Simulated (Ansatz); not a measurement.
# Ge: the cost of one run

Method: DFT PBE, scalar-relativistic, in Ansatz 0.2.0.

## Step 1: The starting structure

The structure is hexagonal, space group P6_3/mmc (No. 194). The conventional cell has a = 3.998 Å, b = 3.998 Å, c = 6.599 Å, α = 90.00°, β = 90.00°, γ = 120.00°. Ge (site symmetry 3m) is surrounded by 4 Ge at 2.45 to 2.47 Å.

As a file:

```
CELL_PARAMETERS angstrom
3.99759 0.00000 0.00000
-1.99879 3.46201 0.00000
0.00000 0.00000 6.59938
ATOMIC_POSITIONS crystal
Ge 0.66667 0.33333 0.06290
Ge 0.33333 0.66667 0.56290
Ge 0.66667 0.33333 0.43710
Ge 0.33333 0.66667 0.93710
```

Atoms are numbered in the order of the input: Ge1, Ge2, Ge3, Ge4.

## Step 2: The deformed structure

Space group P6_3/mmc before, P6_3/mmc after.

## Step 3: Full-potential LAPW

input.yaml

```yaml
crystal:
  lattice:
    - [3.9975858431, 0.0, 0.0]
    - [-1.9987929216, 3.462010894, 0.0]
    - [0.0, 0.0, 6.4013966115]
  atoms:
    - { symbol: Ge, position: [0.6666666667, 0.3333333333, 0.06290125] }
    - { symbol: Ge, position: [0.3333333333, 0.6666666667, 0.56290125] }
    - { symbol: Ge, position: [0.6666666667, 0.3333333333, 0.43709875] }
    - { symbol: Ge, position: [0.3333333333, 0.6666666667, 0.93709875] }
kpoints:
  mp_grid: { grid: [11, 11, 6] }
  band_path:
    path:
      - [0.0, 0.0, 0.0]
      - [0.5, 0.0, 0.0]
      - [0.3333333333, 0.3333333333, 0.0]
      - [0.0, 0.0, 0.0]
      - [0.0, 0.0, 0.5]
      - [0.5, 0.0, 0.5]
      - [0.3333333333, 0.3333333333, 0.5]
      - [0.0, 0.0, 0.5]
      - [0.5, 0.0, 0.5]
    npoints: 5
scf:
  occupations: { method: fermi_dirac, width: 0.05 }
hamiltonian:
  xc: pbe
  pseudopotentials: { kind: all_electron, lapw: { basis_error: 0.001 } }
output:
  forces: true
  stress: true
  eigenvalues: true
```

Started as:

```bash
> ansatz run input.yaml --threads 1 --pin off --max-ram 4096MiB --backend cpu --events-out ev --progress --plain --runs-dir out
```

What time and memory should one allow on 1 thread of Intel Xeon 6975P-C (Granite Rapids), shared host?

About 51 s, with a peak of 0.71 GiB.
